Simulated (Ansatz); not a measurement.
Rows from a G0W0 calculation on SnS2/SnS2 (1T multilayer) (Ansatz 0.2.0; G0W0 on PBE, plane waves, PAW; PAW set soft_1; 6×6×1 mesh, 631 empty bands, screening to 70 eV, PAW set soft_1 files), in eV. Spin-orbit coupling is left out.

```csv
row,Σx,Σc,Vxc,Z
A,-11.69,-3.31,-15.73,0.75
B,-10.90,-2.96,-14.46,0.76
C,-18.25,1.93,-15.92,0.73
D,-11.87,-3.40,-16.03,0.75
E,-18.20,2.03,-15.74,0.73
F,-10.74,-2.98,-14.33,0.77
```

**Question.** Which rows are filled states and which are empty ones, and how can one tell?

Filled: C and E. Empty: A, B, D and F. The sign of Σc tells: for a filled state bare exchange, which holds its interaction with itself, lies below Vxc (Σx − Vxc is -2.3 eV or lower here) and screening gives part back as a positive Σc. For an empty state Σx lies above Vxc (+3.6 eV or more) and the Coulomb hole leaves Σc negative.

[Paths, hosts, dates, memory and timing lines, banners, echoed tables and standing remarks are left out of the program output.]

[Logs are printed without paths, hosts, clocks, repeated set-up lines and the standing remarks that a program may print on its own settings, such as how far it seeks lower states.]

[Runs of the session that timed out or met a known fault of the program may be left out.]

[Cells called generated may have been cut or substituted from an entry of the Crystallography Open Database or the Materials Project.]

[Hosts, paths, dates, database ids (printed as entryN), source tags and the programs' standing remarks are cut or masked in the printed files.]
